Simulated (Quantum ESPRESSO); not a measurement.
Fe under changes of volume

One of the cells (12.019 Å³/atom); the others are scaled copies at fixed shape and fractional positions:

```
Fe
1.0
    -1.44300    1.44300    1.44300
     1.44300   -1.44300    1.44300
     1.44300    1.44300   -1.44300
Fe
1
Direct
  0.00000 0.00000 0.00000
```

| Item | Value |
| --- | --- |
| Program | Quantum ESPRESSO 7.5 |
| Functional | rev-vdW-DF2 |
| Potentials or basis | PseudoDojo 0.4.1 SR PBE standard |
| Cutoff | 1225 eV |
| Density cutoff | 4898 eV |
| k mesh | 13 × 13 × 13 |
| Occupations | fermi-dirac, width 0.05 eV |
| Spin | collinear spin, ferromagnetic start |
| Starting moments | [3.0] μB |

| volume (Å³/atom) | energy over the lowest point (meV/atom) | pressure (GPa) | moment (μB per cell) |
| --- | --- | --- | --- |
| 11.298 | 0.00 | -5.0 | 2.16 |
| 11.538 | ? | ? | ? |
| 11.778 | 24.95 | -10.9 | 2.27 |
| 12.019 | 42.68 | -12.9 | 2.34 |
| 12.259 | 63.39 | -14.5 | 2.42 |
| 12.499 | 85.34 | -15.1 | 2.52 |
| 12.740 | 108.17 | -16.3 | 2.58 |

**Question.** What does the run at 11.538 Å³/atom give?

**Answer.** Energy over the lowest point 10.38 meV/atom; pressure -8.4 GPa; moment 2.20 μB per cell.

Worked out: A Birch-Murnaghan fit of order 3 (a polynomial in V^(-2/3)) to the other rows has its minimum at 11.03 Å³/atom, just outside them, with B0 = V·E''(V) = 235 GPa (rough, since the energies scatter). It gives 10.16 meV/atom at 11.538 Å³/atom, against the run's 10.38, and -dE/dV = -8.4 GPa, against -8.4. A parabola through the other rows of the moment, of slope 0.247 μB per Å³/atom there, gives 2.21 μB, against the run's 2.20.

Energies are extrapolated to zero smearing.

Caveats: the potentials were made for another functional, which shifts forces and pressure.
